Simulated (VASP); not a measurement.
# Rb (I4/mmm) in VASP: reference runs

Aim: a first look at Rb with PBE, on the cell as given and on a disturbed one.

Everything below comes from runs of VASP 6.6.1. Logs are shortened: lines on timing, memory, paths and dates and some standing lists are left out, and cuts for length are marked.

### 1 The structure

The structure is tetragonal, space group I4/mmm (No. 139). Conventional cell: a = 5.909 Å, b = 5.909 Å, c = 5.462 Å, α = 90.00°, β = 90.00°, γ = 90.00°.

This isn't the form of Rb at room conditions, which is bcc.

### 2 Single point, PBE

Contents of INCAR:

```
ALGO = Normal ; EDIFF = 1E-7
ENCUT = 520 ; GGA = PE
ISIF = 2 ; ISMEAR = -1
LASPH = True ; LCHARG = False
LREAL = False ; LWAVE = False
NBANDS = 10 ; NELM = 100
PREC = Accurate ; SIGMA = 0.05
```

Contents of KPOINTS:

```
k-points
0
Gamma
  7 7 7
```

Contents of POSCAR:

```
Rb
1.0
   -2.9545118615      2.9545118615      2.7308451955
    2.9545118615     -2.9545118615      2.7308451955
    2.9545118615      2.9545118615     -2.7308451955
Rb
1
Direct
    0.0000000000      0.0000000000      0.0000000000
```

Potentials or basis: VASP PAW PBE potentials, release 64 (Rb_sv).

Launch:

```bash
cat potpaw_PBE.64/Rb_sv/POTCAR > POTCAR
mpirun -np 1 vasp_std > vasp.out
```

OUTCAR:

```text
EDIFF = 1E-7
   ENCUT = 520
   GGA = PE
   ISIF = 2
   ISMEAR = -1
   LASPH = True
   LREAL = False
   NELM = 100
   PREC = Accurate

 ion  position               nearest neighbor table
   1  0.000  0.000  0.000-

  LATTYP: Found a body centered tetragonal cell.
 ALAT       =     5.9090237230
 C/A-ratio  =     0.9242965754

  Lattice vectors:

 A1 = (  -2.9545118615,   2.9545118615,   2.7308451955)
 A2 = (   2.9545118615,  -2.9545118615,   2.7308451955)
 A3 = (   2.9545118615,   2.9545118615,  -2.7308451955)

Analysis of symmetry for initial positions (statically):
=====================================================================
 Subroutine PRICEL returns:
 Original cell was already a primitive cell.

 Routine SETGRP: Setting up the symmetry group for a
 body centered tetragonal supercell.

 Subroutine GETGRP returns: Found 16 space group operations
 (whereof 16 operations were pure point group operations)
 out of a pool of 16 trial point group operations.

The static configuration has the point symmetry D_4h.

Analysis of symmetry for dynamics (positions and initial velocities):
=====================================================================
 Subroutine PRICEL returns:
 Original cell was already a primitive cell.

 Routine SETGRP: Setting up the symmetry group for a
 body centered tetragonal supercell.

 Subroutine GETGRP returns: Found 16 space group operations
 (whereof 16 operations were pure point group operations)
 out of a pool of 16 trial point group operations.

The dynamic configuration has the point symmetry D_4h.

 Subroutine INISYM returns: Found 16 space group operations
 (whereof 16 operations are pure point group operations),
 and found     1 'primitive' translations

----------------------------------------------------------------------------------------

                                     Primitive cell

  volume of cell :      95.3517

  direct lattice vectors                    reciprocal lattice vectors
    -2.954511861  2.954511861  2.730845196     0.000000000  0.169232693  0.183093498
     2.954511861 -2.954511861  2.730845196     0.169232693  0.000000000  0.183093498
     2.954511861  2.954511861 -2.730845196     0.169232693  0.169232693  0.000000000

  length of vectors
     4.991572514  4.991572514  4.991572514     0.249324956  0.249324956  0.239331170

  position of ions in fractional coordinates (direct lattice)
     0.000000000  0.000000000  0.000000000

  ion indices of the primitive-cell ions
   primitive index   ion index
                 1           1

----------------------------------------------------------------------------------------

 KPOINTS: k-points

Automatic generation of k-mesh.
 Grid dimensions read from file:
 generate k-points for:    7    7    7

 Generating k-lattice:

  Cartesian coordinates                     Fractional coordinates (reciprocal lattice)
     0.000000000  0.024176099  0.026156214     0.142857143  0.000000000  0.000000000
     0.024176099  0.000000000  0.026156214     0.000000000  0.142857143  0.000000000
     0.024176099  0.024176099  0.000000000     0.000000000  0.000000000  0.142857143

  Length of vectors
     0.035617851  0.035617851  0.034190167

  Shift w.r.t. Gamma in fractional coordinates (k-lattice)
     0.000000000  0.000000000  0.000000000

 Subroutine IBZKPT returns following result:
 ===========================================

 Found     40 irreducible k-points:

 Following reciprocal coordinates:
            Coordinates               Weight
  0.000000  0.000000  0.000000      1.000000
  0.142857 -0.000000  0.000000      8.000000
  0.285714  0.000000  0.000000      8.000000
  0.428571 -0.000000  0.000000      8.000000
  0.142857  0.142857  0.000000      8.000000
  0.285714  0.142857  0.000000     16.000000
[... 32 lines left out ...]
 -0.428571  0.428571  0.428571      4.000000
 -0.428571 -0.428571  0.428571      2.000000
   k-points           NKPTS =     40   k-points in BZ     NKDIM =     40   number of bands    NBANDS=     10
   number of dos      NEDOS =    301   number of ions     NIONS =      1
   total plane-waves  NPLWV =  64000
   dimension x,y,z NGX =    40 NGY =   40 NGZ =   40
   dimension x,y,z NGXF=    80 NGYF=   80 NGZF=   80
   ions per type =               1
   NGX,Y,Z   is equivalent  to a cutoff of  13.32, 13.32, 13.32 a.u.
   NGXF,Y,Z  is equivalent  to a cutoff of  26.64, 26.64, 26.64 a.u.
 SYSTEM =  unknown system
   PREC   = accura    normal or accurate (medium, high low for compatibility)
   ISTART =      0    job   : 0-new  1-cont  2-samecut
   ICHARG =      2    charge: 1-file 2-atom 10-const
   ISPIN  =      1    spin polarized calculation?
   LNONCOLLINEAR =      F non collinear calculations
   LSORBIT =      F    spin-orbit coupling
   LASPH  =      T    aspherical Exc in radial PAW
   ENCUT  =  520.0 eV  38.22 Ry    6.18 a.u.   9.28  9.28  9.28*2*pi/ulx,y,z
   NELM   =    100;   NELMIN=  2; NELMDL= -5     # of ELM steps
   EDIFF  = 0.1E-06   stopping-criterion for ELM
   LREAL  =      F    real-space projection
   EDIFFG = 0.1E-05   stopping-criterion for IOM
   NSW    =      0    number of steps for IOM
   IBRION =     -1    ionic relax: 0-MD 1-quasi-New 2-CG
   NFREE  =      0    steps in history (QN), initial steepest desc. (CG)
   ISIF   =      2    stress and relaxation
   ISYM   =      2    0-nonsym 1-usesym 2-fastsym
   POTIM  = 0.5000    time-step for ionic-motion
   TEBEG  =    0.0;   TEEND  =   0.0 temperature during run
   PSTRESS=    0.0 pullay stress
   NELECT =       9.0000    total number of electrons
   NUPDOWN=      -1.0000    fix difference up-down
   EMIN   =  10.00;   EMAX   =-10.00  energy-range for DOS
   EFERMI =   0.00;   METHOD = LEGACY
   ISMEAR =    -1;   SIGMA  =   0.05  broadening in eV -4-tet -1-fermi 0-gaus
   EFERMI_NEDOS =   21; number of points for ismear=-14 and -15
   IALGO  =     38    algorithm
   IMIX   =      4    mixing-type and parameters
     AMIX     =   0.40;   BMIX     =  1.00
     AMIX_MAG =   1.60;   BMIX_MAG =  1.00
  volume/ion in A,a.u.               =      95.35       643.47
  Fermi-wavevector in a.u.,A,eV,Ry     =   0.745383  1.408570  7.559340  0.555596
  Thomas-Fermi vector in A             =   1.840957
   LORBIT       =      0    0 simple, 1 ext, 2 COOP (PROOUT), +10 PAW based schemes
   GGA     = PE    functional components
   LHFCALC =     F    Hartree Fock is set to
   AEXX    =    0.0000 exact exchange contribution
   IVDW    =     0    specifies the selected vdW correction
   LEPSILON=     F    determine dielectric tensor
   LRPA    =     F    only Hartree local field effects (RPA)
 non-spin polarized calculation
  energy-cutoff  :      520.00
  volume of cell :       95.35
 maximum number of plane-waves:      2584
 NGX is ok and might be reduce to    40
   NGX = 19   NGY = 19   NGZ = 19

 number of electron       9.0000000 magnetization

 Free energy of the ion-electron system (eV)
  ---------------------------------------------------
  ext. energy  EPLUGINS =         0.00000000
  ---------------------------------------------------
  free energy    TOTEN  =        -0.94123888 eV

  energy without entropy =       -0.93421797  energy(sigma->0) =       -0.93772843

 E-fermi :  -0.0918     XC(G=0):  -5.3551

 val. band max:       -0.1423920086   @ k =   0.4286  -0.0000   0.0000
 cond. band min:      -0.0841446850   @ k =  -0.4286   0.4286   0.1429
 fundamental gap:      0.0582473236
 Fermi energy:        -0.0917999929

 k-point     1 :       0.0000    0.0000    0.0000
  band No.  band energies     occupation
      1     -29.0188      2.00000
      2     -13.0652      2.00000
      3     -13.0652      2.00000
      4     -13.0647      2.00000
      5      -2.0004      2.00000
      6       3.2952      0.00000
      7       3.6976      0.00000
      8       3.6976      0.00000
      9       4.1697      0.00000
     10       4.7167      0.00000

 k-point     2 :       0.1429   -0.0000    0.0000
  band No.  band energies     occupation
      1     -29.0181      2.00000
      2     -13.0805      2.00000
      3     -13.0706      2.00000
      4     -13.0655      2.00000
      5      -1.7643      2.00000
      6       3.1373      0.00000
      7       3.2212      0.00000
      8       3.7336      0.00000
      9       4.1544      0.00000
     10       4.4393      0.00000

 k-point     3 :       0.2857    0.0000    0.0000
  band No.  band energies     occupation
      1     -29.0167      2.00000
      2     -13.1149      2.00000
      3     -13.0826      2.00000
      4     -13.0667      2.00000
      5      -1.0973      2.00000
      6       2.1500      0.00000
      7       2.6845      0.00000
      8       4.2744      0.00000
      9       4.3246      0.00000
     10       4.4092      0.00000

 k-point     4 :       0.4286   -0.0000    0.0000
  band No.  band energies     occupation
      1     -29.0155      2.00000
      2     -13.1420      2.00000
      3     -13.0922      2.00000
      4     -13.0677      2.00000
      5      -0.1424      1.46676
      6       1.0847      0.00000
      7       2.3977      0.00000
      8       4.1747      0.00000
      9       4.6656      0.00000
     10       5.1398      0.00000
[... 430 lines left out ...]
 k-point    38 :      -0.2857   -0.2857    0.2857
  band No.  band energies     occupation
      1     -29.0148      2.00000
      2     -13.1162      2.00000
      3     -13.1014      2.00000
      4     -13.1014      2.00000
      5      -0.1612      1.60062
      6       1.9542      0.00000
      7       2.6969      0.00000
      8       2.6969      0.00000
      9       3.9601      0.00000
     10       4.5344      0.00000

 k-point    39 :      -0.4286    0.4286    0.4286
  band No.  band energies     occupation
      1     -29.0132      2.00000
      2     -13.1258      2.00000
      3     -13.1240      2.00000
      4     -13.1118      2.00000
      5       0.9206      0.00000
      6       1.3186      0.00000
      7       2.7441      0.00000
      8       2.7666      0.00000
      9       3.4848      0.00000
     10       4.9494      0.00000

 k-point    40 :      -0.4286   -0.4286    0.4286
  band No.  band energies     occupation
      1     -29.0131      2.00000
      2     -13.1237      2.00000
      3     -13.1237      2.00000
      4     -13.1161      2.00000
      5       1.1713      0.00000
      6       1.1952      0.00000
      7       2.7574      0.00000
      8       2.7574      0.00000
      9       3.1257      0.00000
     10       5.2250      0.00000

------------------------ aborting loop because EDIFF is reached ----------------------------------------

  FORCE on cell =-STRESS in cart. coord.  units (eV):
  Direction    XX          YY          ZZ          XY          YZ          ZX
  --------------------------------------------------------------------------------------
  -------------------------------------------------------------------------------------
  Total       -0.0641650     -0.0641650     -0.0894856      0.0000000     -0.0000000      0.0000000
  in kB       -1.0781530     -1.0781530     -1.5036092      0.0000000     -0.0000000      0.0000000
  external PRESSURE =      -1.2199718 kB  Pullay stress =       0.0000000 kB

 VOLUME and BASIS-vectors are now :
 -----------------------------------------------------------------------------
  energy-cutoff  :      520.00
  volume of cell :       95.35
      direct lattice vectors                 reciprocal lattice vectors
    -2.954511861  2.954511861  2.730845196     0.000000000  0.169232693  0.183093498
     2.954511861 -2.954511861  2.730845196     0.169232693  0.000000000  0.183093498
     2.954511861  2.954511861 -2.730845196     0.169232693  0.169232693  0.000000000

 POSITION                                       TOTAL-FORCE (eV/Angst)
 -----------------------------------------------------------------------------------
      0.00000      0.00000      0.00000         0.000000     -0.000000      0.000000
 -----------------------------------------------------------------------------------
    total drift:                                0.000000      0.000000     -0.000000

  FREE ENERGIE OF THE ION-ELECTRON SYSTEM (eV)
  ---------------------------------------------------
  free  energy   TOTEN  =        -0.9412388768 eV

  energy  without entropy=       -0.9342179749  energy(sigma->0) =       -0.93772843
```

Run time: 13 s. Hardware: 1 thread of Intel Xeon 6975P-C (Granite Rapids), shared host; peak memory 0.23 GiB.

What came out:

- Free energy: -0.9412 eV
- Pressure: -0.1 GPa
- Band gap on the k mesh: none (metal or under the smearing width)

### 3 Single point, PBE (cell strained at random at fixed volume)

Contents of INCAR:

```
PREC     = Accurate       # precision mode
ENCUT    = 520            # plane-wave cutoff, eV
EDIFF    = 1E-7           # SCF threshold, eV
ISMEAR   = -1             # smearing method
SIGMA    = 0.05           # smearing width, eV
LREAL    = F              # projectors in reciprocal space
LASPH    = T              # aspherical terms in the spheres
NELM     = 100            # most SCF steps
ALGO     = Normal         # electronic algorithm
ISIF     = 2              # what is computed and relaxed
LWAVE    = F              # write WAVECAR
LCHARG   = T              # write CHGCAR
GGA      = PE             # functional
LELF     = T              # ELF
LVHAR    = T            
NBANDS   = 10             # bands
```

Contents of KPOINTS:

```
Automatic mesh
0
Gamma
  7 7 7
```

Contents of POSCAR:

```
Rb
1.0
   -2.9018470000      2.8693060000      2.7765070000
    2.9545430000     -2.8932210000      2.8593930000
    2.9098850000      2.9012590000     -2.8023810000
Rb
1
Direct
   -0.0056280000      0.0025700000     -0.0038240000
```

Potentials or basis: VASP PAW PBE potentials, release 64 (Rb_sv).

Launch:

```bash
cat potpaw_PBE.64/Rb_sv/POTCAR > POTCAR
mpirun -np 1 vasp_std > vasp.out
```

Wall time 54 s (1 thread of Intel Xeon 6975P-C (Granite Rapids), shared host); peak memory 0.33 GiB.

It converged, with:

```yaml
Free_energy: -0.9402 eV
Pressure: -0.1 GPa
Band_gap_on_the_k_mesh: none (metal or under the smearing width)
```

Levels at points of the mesh, in eV from the Fermi level:
| k point | band 1 | band 2 | band 3 | band 4 | band 5 | band 6 | band 7 | band 8 | band 9 | band 10 |
| --- | --- | --- | --- | --- | --- | --- | --- | --- | --- | --- |
| (0.00, 0.00, 0.00) | -28.92 | -12.97 | -12.97 | -12.97 | -1.91 | 3.53 | 3.65 | 3.74 | 4.43 | 4.66 |
